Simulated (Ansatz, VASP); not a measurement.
AlN: VASP beside Ansatz

```
CELL_PARAMETERS angstrom
3.17202 0.00000 0.00000
-1.58601 2.74705 0.00000
0.00000 0.00000 5.07563
ATOMIC_POSITIONS crystal
Al 0.33333 0.66667 0.00000
Al 0.66667 0.33333 0.50000
N 0.33333 0.66667 0.38500
N 0.66667 0.33333 0.88500
```

Change from the starting cell: volume scaled by 1.06.

Alike in both runs: task single point; functional PBE; k mesh 11 × 11 × 6; occupations fermi-dirac, width 0.02 eV; no spin polarisation.

|  | VASP | Ansatz |
| --- | --- | --- |
| version | VASP 6.6.1 | Ansatz 0.2.0 |
| potentials or method | VASP PAW PBE potentials, release 64 (Al, N), cutoff 520 eV | all-electron LAPW, scalar-relativistic |

VASP gave:

* gap on the k mesh at the Fermi level (eV): 3.66
* pressure (GPa): -7.1
* largest component of the traceless stress (GPa): 0.30
* rms of the force components (eV/Å): 0.103

Question: Which values does Ansatz return?

Answer: gap on the k mesh at the Fermi level (eV): 3.66; pressure (GPa): -6.9; largest component of the traceless stress (GPa): 0.34; rms of the force components (eV/Å): 0.102.

Atom by atom the forces differ by 0.000 eV/Å (rms over components). Ansatz ran all-electron here, so the differences hold the error of VASP's frozen core and of both bases.

Caveats: an odd mesh through Γ misses points on the zone boundary, where band edges often lie.
